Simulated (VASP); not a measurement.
# TiO2 (C2/c) in VASP: a series of runs

Runs on TiO2. Level: LDA. Tasks: G0W0 quasiparticle levels, dielectric tensor, evGW0 quasiparticle levels.

Everything below comes from runs of VASP 6.6.1. Logs are shortened: lines on timing, memory, paths and dates and some standing lists are left out, and cuts for length are marked.

## Step 1: Starting point

Symmetry: C2/c, No. 15, monoclinic system. Conventional cell: a = 5.412 Å, b = 5.413 Å, c = 5.472 Å, α = 90.00°, β = 118.77°, γ = 90.00°. Around Ti (site symmetry 2) lie 6 O at 1.93 to 2.00 Å. O (site symmetry 1) has 3 Ti at 1.93 to 2.00 Å as nearest neighbours.

The cell is a database's computed one.

## Step 2: G0W0 quasiparticle levels, LDA

Contents of POSCAR:

```
TiO2
1.0
    2.7060340000     -2.7066550000      0.0000000000
    2.7060340000      2.7066550000      0.0000000000
   -2.6335310000      0.0000000000      4.7966370000
Ti O
2 4
Direct
    0.8658900000      0.1341100000      0.7500000000
    0.1341100000      0.8658900000      0.2500000000
    0.0887550000      0.3312210000      0.1671490000
    0.9112450000      0.6687790000      0.8328510000
    0.6687790000      0.9112450000      0.3328510000
    0.3312210000      0.0887550000      0.6671490000
```

Contents of INCAR.step1:

```
SYSTEM = TiO2
PREC = Accurate
ENCUT = 500
EDIFF = 1E-8
ISMEAR = 0
SIGMA = 0.01
LREAL = .False.
LASPH = .True.
NELM = 80
ALGO = Normal
LWAVE = .True.
LCHARG = .False.
KPAR = 4
```

Contents of INCAR.step2:

```
SYSTEM = TiO2
PREC = Accurate
ENCUT = 500
EDIFF = 1E-8
ISMEAR = 0
SIGMA = 0.01
LREAL = .False.
LASPH = .True.
NELM = 1
ALGO = Exact
LWAVE = .True.
LCHARG = .False.
NBANDS = 317
LOPTICS = .True.
ISTART = 1
KPAR = 4
```

Contents of INCAR.step3:

```
SYSTEM = TiO2
PREC = Accurate
ENCUT = 500
EDIFF = 1E-8
ISMEAR = 0
SIGMA = 0.01
LREAL = .False.
LASPH = .True.
ALGO = EVGW0
LWAVE = .False.
LCHARG = .False.
NELMGW = 1
NBANDS = 317
ENCUTGW = 150
NOMEGA = 50
PRECFOCK = Fast
ISTART = 1
NBANDSGW = 32
KPAR = 4
```

Contents of KPOINTS:

```
regular mesh
0
Gamma
  4 4 2
  0 0 0
```

Potentials or basis: VASP PAW LDA potentials, release 64 (Ti_sv_GW, O_GW).

Run with:

```bash
cat potpaw_LDA.64/Ti_sv_GW/POTCAR potpaw_LDA.64/O_GW/POTCAR > POTCAR
cp INCAR.step1 INCAR
mpirun -np 4 vasp_std > vasp.out
cp INCAR.step2 INCAR
mpirun -np 4 vasp_std > vasp.out
cp INCAR.step3 INCAR
mpirun -np 4 vasp_std > vasp.out
```

OUTCAR:

```text
SYSTEM = TiO2
   PREC = Accurate
   ENCUT = 500
   EDIFF = 1E-8
   ISMEAR = 0
   LREAL = .False.
   LASPH = .True.
   NELMGW = 1
   ENCUTGW = 150
   PRECFOCK = Fast
   ISTART = 1

 ion  position               nearest neighbor table
   1  0.866  0.134  0.750-   4 1.93   6 1.93   6 1.98   4 1.98   3 2.00   5 2.00
   2  0.134  0.866  0.250-   5 1.93   3 1.93   5 1.98   3 1.98   6 2.00   4 2.00
   3  0.089  0.331  0.167-   2 1.93   2 1.98   1 2.00
   4  0.911  0.669  0.833-   1 1.93   1 1.98   2 2.00
   5  0.669  0.911  0.333-   2 1.93   2 1.98   1 2.00
   6  0.331  0.089  0.667-   1 1.93   1 1.98   2 2.00

  LATTYP: Found a base centered monoclinic cell.
 ALAT       =     5.4120680000
 B/A-ratio  =     1.0002294871
 C/A-ratio  =     1.0110809974
 COS(beta)  =    -0.4812705001

  Lattice vectors:

 A1 = (   2.7060340000,  -2.7066550000,   0.0000000000)
 A2 = (   2.7060340000,   2.7066550000,   0.0000000000)
 A3 = (  -2.6335310000,   0.0000000000,   4.7966370000)

Analysis of symmetry for initial positions (statically):
=====================================================================
 Subroutine PRICEL returns:
 Original cell was already a primitive cell.

 Routine SETGRP: Setting up the symmetry group for a
 base centered monoclinic supercell.

 Subroutine GETGRP returns: Found  4 space group operations
 (whereof  2 operations were pure point group operations)
 out of a pool of  4 trial point group operations.

The static configuration has the point symmetry S_2 .
 The point group associated with its full space group is C_2h.

Analysis of symmetry for dynamics (positions and initial velocities):
=====================================================================
 Subroutine PRICEL returns:
 Original cell was already a primitive cell.

 Routine SETGRP: Setting up the symmetry group for a
 base centered monoclinic supercell.

 Subroutine GETGRP returns: Found  4 space group operations
 (whereof  2 operations were pure point group operations)
 out of a pool of  4 trial point group operations.

The dynamic configuration has the point symmetry S_2 .
 The point group associated with its full space group is C_2h.

 Subroutine INISYM returns: Found  4 space group operations
 (whereof  2 operations are pure point group operations),
 and found     1 'primitive' translations

----------------------------------------------------------------------------------------

                                     Primitive cell

  volume of cell :      70.2640

  direct lattice vectors                    reciprocal lattice vectors
     2.706034000 -2.706655000  0.000000000     0.184772253 -0.184729860  0.101446796
     2.706034000  2.706655000  0.000000000     0.184772253  0.184729860  0.101446796
    -2.633531000  0.000000000  4.796637000     0.000000000  0.000000000  0.208479399

  length of vectors
     3.827349122  3.827349122  5.472039111     0.280280858  0.280280858  0.208479399

  position of ions in fractional coordinates (direct lattice)
     0.865890000  0.134110000  0.750000000
     0.134110000  0.865890000  0.250000000
     0.088755000  0.331221000  0.167149000
     0.911245000  0.668779000  0.832851000
     0.668779000  0.911245000  0.332851000
     0.331221000  0.088755000  0.667149000

  ion indices of the primitive-cell ions
   primitive index   ion index
                 1           1
                 2           2
                 3           3
                 4           4
                 5           5
                 6           6

----------------------------------------------------------------------------------------

 KPOINTS: regular mesh

Automatic generation of k-mesh.
 Grid dimensions read from file:
 generate k-points for:    4    4    2

 Generating k-lattice:

  Cartesian coordinates                     Fractional coordinates (reciprocal lattice)
     0.046193063 -0.046182465  0.025361699     0.250000000  0.000000000  0.000000000
     0.046193063  0.046182465  0.025361699     0.000000000  0.250000000  0.000000000
     0.000000000  0.000000000  0.104239700     0.000000000  0.000000000  0.500000000

  Length of vectors
     0.070070215  0.070070215  0.104239700

  Shift w.r.t. Gamma in fractional coordinates (k-lattice)
     0.000000000  0.000000000  0.000000000

 Subroutine IBZKPT returns following result:
 ===========================================

 Found     14 irreducible k-points:

 Following reciprocal coordinates:
            Coordinates               Weight
  0.000000  0.000000  0.000000      1.000000
  0.250000  0.000000  0.000000      4.000000
  0.500000  0.000000  0.000000      2.000000
  0.250000  0.250000  0.000000      2.000000
  0.500000  0.250000  0.000000      4.000000
 -0.250000  0.250000  0.000000      2.000000
  0.500000  0.500000  0.000000      1.000000
  0.000000  0.000000  0.500000      1.000000
  0.250000  0.000000  0.500000      4.000000
  0.500000  0.000000  0.500000      2.000000
  0.250000  0.250000  0.500000      2.000000
  0.500000  0.250000  0.500000      4.000000
 -0.250000  0.250000  0.500000      2.000000
  0.500000  0.500000  0.500000      1.000000
   k-points           NKPTS =     14   k-points in BZ     NKDIM =     32   number of bands    NBANDS=    317
   number of dos      NEDOS =    301   number of ions     NIONS =      6
   total plane-waves  NPLWV =  31360
   dimension x,y,z NGX =    28 NGY =   28 NGZ =   40
   dimension x,y,z NGXF=    56 NGYF=   56 NGZF=   80
   ions per type =               2   4
   NGX,Y,Z   is equivalent  to a cutoff of  12.16, 12.16, 12.15 a.u.
   NGXF,Y,Z  is equivalent  to a cutoff of  24.32, 24.32, 24.30 a.u.
 SYSTEM =  TiO2
   PREC   = accura    normal or accurate (medium, high low for compatibility)
   ISTART =      1    job   : 0-new  1-cont  2-samecut
   ICHARG =      0    charge: 1-file 2-atom 10-const
   ISPIN  =      1    spin polarized calculation?
   LNONCOLLINEAR =      F non collinear calculations
   LSORBIT =      F    spin-orbit coupling
   LASPH  =      T    aspherical Exc in radial PAW
   ENCUT  =  500.0 eV  36.75 Ry    6.06 a.u.   6.98  6.98  9.98*2*pi/ulx,y,z
   NELM   =     60;   NELMIN=  2; NELMDL=  0     # of ELM steps
   EDIFF  = 0.1E-07   stopping-criterion for ELM
   LREAL  =      F    real-space projection
   EDIFFG = 0.1E-06   stopping-criterion for IOM
   NSW    =      0    number of steps for IOM
   IBRION =     -1    ionic relax: 0-MD 1-quasi-New 2-CG
   NFREE  =      0    steps in history (QN), initial steepest desc. (CG)
   ISIF   =      0    stress and relaxation
   ISYM   =      3    0-nonsym 1-usesym 2-fastsym
   POTIM  = 0.5000    time-step for ionic-motion
   TEBEG  =    0.0;   TEEND  =   0.0 temperature during run
   PSTRESS=    0.0 pullay stress
   NELECT =      48.0000    total number of electrons
   NUPDOWN=      -1.0000    fix difference up-down
   EMIN   =  10.00;   EMAX   =-10.00  energy-range for DOS
   EFERMI =   0.00;   METHOD = LEGACY
   ISMEAR =     0;   SIGMA  =   0.01  broadening in eV -4-tet -1-fermi 0-gaus
   EFERMI_NEDOS =   21; number of points for ismear=-14 and -15
   IALGO  =     38    algorithm
   IMIX   =      4    mixing-type and parameters
     AMIX     =   0.40;   BMIX     =  1.00
     AMIX_MAG =   1.60;   BMIX_MAG =  1.00
  volume/ion in A,a.u.               =      11.71        79.03
  Fermi-wavevector in a.u.,A,eV,Ry     =   1.441820  2.724644 28.284385  2.078844
  Thomas-Fermi vector in A             =   2.560409
   LORBIT       =      0    0 simple, 1 ext, 2 COOP (PROOUT), +10 PAW based schemes
   GGA     = CA    functional components
   LHFCALC =     T    Hartree Fock is set to
   PRECFOCK=fast      Normal, Fast or Accurate (Low or Medium for compatibility)
   ENCUT4O =  -1.0   cutoff for four orbital integrals eV
   NKREDX  =     1    reduce k-point grid by
   NKREDY  =     1    reduce k-point grid by
   NKREDZ  =     1    reduce k-point grid by
   AEXX    =    1.0000 exact exchange contribution
   HFSCREEN=    0.0000 screening length (either q_TF or 0.3 A-1)
   HFSCREENC=   0.0000 screening length for correlation (either q_TF or 0.3 A-1)
   ENCUTFOCK=  -1.0 apply spherical cutoff to Coloumb kernel
   IVDW    =     0    specifies the selected vdW correction
   LEPSILON=     F    determine dielectric tensor
   LRPA    =     F    only Hartree local field effects (RPA)
   LRPAFORCE           =     F    calculate RPA forces
   ENCUTGW             = 150.0    cutoff for response function in eV
   ENCUTGWSOFT         = 120.0    soft cutoff for Coulomb kernel in GW response function in eV
   ENCUTLF             =  -1.0    cutoff for local field effects
   NELMGW              =     1    number of iterations in solving QP/BSE equation
   NELMHF              =     1    number of iterations in the inner HF iteration
   NKREDLFX            =     1    NKREDLFY  =   1   NKREDLFZ  =   1
 non-spin polarized calculation
 Gauss-broadening in eV      SIGMA  =   0.01
  energy-cutoff  :      500.00
  volume of cell :       70.26
 maximum number of plane-waves:      1798
  NGX = 16; NGY = 16; NGZ = 24
   NGX = 13   NGY = 13   NGZ = 19
 maximum number of plane-waves:       309

 QP shifts <psi_nk| G(iteration)W_0 |psi_nk>: iteration 1
 for sc-GW calculations column KS-energies equals QP-energies in previous step
 and V_xc(KS)=  KS-energies - (<T + V_ion + V_H > + <T+V_H+V_ion>^1  + <V_x>^1)

 k-point   1 :       0.0000    0.0000    0.0000
  band No.  KS-energies  QP-energies   sigma(KS)   V_xc(KS)     V^pw_x(r,r')   Z            occupation Imag(sigma)

      1     -52.9956     -54.2584     -26.5696     -24.3962     -41.5240       0.5810       2.0000       1.8233
      2     -52.9386     -54.2187     -26.5953     -24.4442     -41.5480       0.5951       2.0000       1.8212
      3     -29.8369     -30.7016     -25.1205     -23.7603     -34.4362       0.6357       2.0000       1.1973
      4     -29.6111     -30.4899     -25.3399     -23.9767     -34.5053       0.6446       2.0000       1.1188
      5     -29.6111     -30.4899     -25.3399     -23.9767     -34.5053       0.6446       2.0000       1.1188
      6     -29.5461     -30.4205     -25.3923     -24.0363     -34.5336       0.6448       2.0000       1.0865
[... 24 lines left out ...]
     31       7.5784       9.3212     -19.8738     -22.3176     -13.7444       0.7132       0.0000      -0.4059
     32       7.8494       9.5794     -20.0990     -22.5495     -13.8629       0.7059       0.0000      -0.4402

 k-point   2 :       0.2500    0.0000    0.0000
  band No.  KS-energies  QP-energies   sigma(KS)   V_xc(KS)     V^pw_x(r,r')   Z            occupation Imag(sigma)

      1     -52.9883     -54.2499     -26.5691     -24.4027     -41.5275       0.5823       2.0000       1.8229
      2     -52.9442     -54.2221     -26.5887     -24.4399     -41.5459       0.5947       2.0000       1.8212
      3     -29.8173     -30.6763     -25.1239     -23.7755     -34.4382       0.6370       2.0000       1.1871
      4     -29.6705     -30.5344     -25.2619     -23.9095     -34.4950       0.6388       2.0000       1.1467
      5     -29.6164     -30.4940     -25.3336     -23.9706     -34.5025       0.6439       2.0000       1.1202
      6     -29.5670     -30.4415     -25.3673     -24.0104     -34.5297       0.6444       2.0000       1.1004
[... 24 lines left out ...]
     31       7.8383       9.5484     -19.8923     -22.3246     -13.4626       0.7031       0.0000      -0.4410
     32       8.3170       9.9993     -20.0684     -22.4593     -13.8855       0.7036       0.0000      -0.4577
[... 394 lines left out ...]
     31       8.4820      10.0821     -19.4910     -21.7776     -13.0931       0.6998       0.0000      -0.5081
     32       8.4820      10.0821     -19.4910     -21.7776     -13.0931       0.6998       0.0000      -0.5081

 k-point  14 :       0.5000    0.5000    0.5000
  band No.  KS-energies  QP-energies   sigma(KS)   V_xc(KS)     V^pw_x(r,r')   Z            occupation Imag(sigma)

      1     -52.9635     -54.2258     -26.5675     -24.4245     -41.5384       0.5890       2.0000       1.8216
      2     -52.9635     -54.2258     -26.5675     -24.4245     -41.5384       0.5890       2.0000       1.8216
      3     -29.7934     -30.6390     -25.1165     -23.7869     -34.4502       0.6360       2.0000       1.1891
      4     -29.7934     -30.6390     -25.1165     -23.7869     -34.4502       0.6360       2.0000       1.1891
      5     -29.6521     -30.4973     -25.2431     -23.9140     -34.4922       0.6359       2.0000       1.1341
      6     -29.6521     -30.4973     -25.2431     -23.9140     -34.4922       0.6359       2.0000       1.1341
[... 24 lines left out ...]
     31       9.0440      10.6560     -20.0942     -22.4101     -13.8283       0.6961       0.0000      -0.5241
     32       9.0440      10.6560     -20.0942     -22.4101     -13.8283       0.6961       0.0000      -0.5241
```

It took 10 min on 4 MPI ranks of AMD EPYC 9R14 (Zen 4), shared host; peak memory 1.2 GiB.

What came out:

```
Band gap on the k mesh, mean-field level : 1.96 eV, indirect (least direct gap 2.40 eV)
Quasiparticle gap                        : 3.71 eV
Least direct quasiparticle gap           : 4.19 eV
```

Caveat: the k mesh is coarse (spacing up to 0.65 Å⁻¹), so the values aren't converged; bands, screening cutoff and mesh are small and nothing is extrapolated, so the quasiparticle values aren't converged. A k mesh can miss the band edges.

(Continued in part 2 of 2.)
